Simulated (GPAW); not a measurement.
Runs of GPAW 26.7.0 on TiO2. The structure is tetragonal, space group P4_2/mnm (No. 136). Conventional cell: a = 4.600 Å, b = 4.600 Å, c = 2.959 Å, α = 90.00°, β = 90.00°, γ = 90.00°. Ti (site symmetry mmm) is surrounded by 6 O at 1.95 to 1.98 Å. Around O (site symmetry m2m) lie 3 Ti at 1.95 to 1.98 Å. The cell is a database's computed one.

```tsv
task	level	potentials or basis	cell	optimizer	fmax	max steps	target pressure	older calculator (legacy_gpaw)	gap on the mesh (eV)	pressure (GPa)	relaxed volume (Å³/atom)	largest force (eV/Å)
relaxation of cell and atoms	revPBE+D3(BJ)	the program's PAW data sets (release 1.2.1) made for this functional, pw	relaxed to 20 GPa	BFGS	0.05 eV/Å	100	20 GPa	-	1.98	20.1	-	0.02
relaxation of cell and atoms	r2SCAN+D4	GPAW PAW data sets (gpaw-data 1.2.1), pw	relaxed	LBFGS	0.02 eV/Å	40	-	-	2.23	0.0	10.39	0.02
relaxation of cell and atoms	AM05	PAW data sets generated in the run's folder for this functional, pw	relaxed	BFGS	0.02 eV/Å	60	-	-	1.86	0.2	10.39	0.01
band structure	optB88-vdW	GPAW PAW data sets (gpaw-data 1.2.1), pw	as given	-	-	-	-	yes	(b)	-	-	0.08
band structure	PW91	PAW data sets generated in the run's folder for this functional, pw	as given	-	-	-	-	-	1.87	(a)	-	0.02
```

Alike in all rows: no spin polarisation; k mesh 4 × 4 × 6; cutoff (eV) 800; smearing fermi-dirac 0.05 eV.

Task: Fill in the values left out.

Result: (a) 4.5; (b) 1.85.

Caveats: later steps reuse the first step's grids (some runs); the PAW data sets were made with another functional, which shifts forces and pressure a little (some runs).

A k mesh can miss the band edges.

Runs at the PBE level aren't shown here.
